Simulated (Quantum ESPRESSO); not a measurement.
The system is NiO2.

```
CELL_PARAMETERS angstrom
2.79878 0.00000 0.00000
-1.39939 2.42382 0.00000
0.00000 0.00000 4.61827
ATOMIC_POSITIONS crystal
Ni 0.00000 0.00000 0.50000
O 0.33333 0.66667 0.29396
O 0.66667 0.33333 0.70604
```

The cell comes from a database or a generator and needn't be the stable form of this composition.

Base run:

| Property | Result |
| --- | --- |
| Program | Quantum ESPRESSO 7.5 |
| Functional | PBEsol |
| Potentials or basis | GBRV 1.5 PBEsol |
| Cutoff | 612 eV |
| Density cutoff | 4898 eV |
| k mesh | 11 × 11 × 6 |
| Occupations | fermi-dirac, width 0.05 eV |
| Spin | collinear spin, ferromagnetic start |
| Starting moments | [1.0, 0.0, 0.0] μB |

Its results: band gap on the k mesh 0.92 eV, indirect (least direct gap 1.18 eV); pressure -4.1 GPa; net moment 0.00 μB per cell; largest force 0.414 eV/Å.

Question: The run is repeated on the same cell with these changes: potentials or basis from GBRV 1.5 PBEsol to PseudoDojo 0.4.1 SR PBEsol standard; cutoff from 612 eV to 1333 eV; density cutoff from 4898 eV to 5333 eV. What comes out?

Answer: Band gap on the k mesh 0.81 eV, indirect (least direct gap 1.09 eV); pressure -4.8 GPa; net moment 0.00 μB per cell; largest force 0.506 eV/Å.

A k mesh can miss the band edges.
